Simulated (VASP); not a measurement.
The system is BAs.

```
As B
1.0
     0.00000    2.38850    2.38850
     2.38850    0.00000    2.38850
     2.38850    2.38850    0.00000
As B
1 1
Direct
  0.75000 0.75000 0.75000
  0.00000 0.00000 0.00000
```

A sound run:

```yaml
Program: VASP 6.6.1
Task: dielectric tensor
Functional: PBE
Potentials_or_basis: VASP PAW PBE potentials, release 64 (As, B)
Cutoff: 800 eV
k_mesh: 14 × 14 × 14
Occupations: gaussian, width 0.01 eV
Spin: no spin polarisation
```

It gives band gap on the k mesh 1.20 eV, indirect (least direct gap 3.28 eV).

Question: What do these careless settings give instead: cutoff 460 eV in place of 800 eV; k mesh 6 × 6 × 6 in place of 14 × 14 × 14?

Answer: Band gap on the k mesh 1.27 eV, indirect (least direct gap 3.27 eV). The run converged, but these numbers show the error of the settings and aren't properties of the crystal.
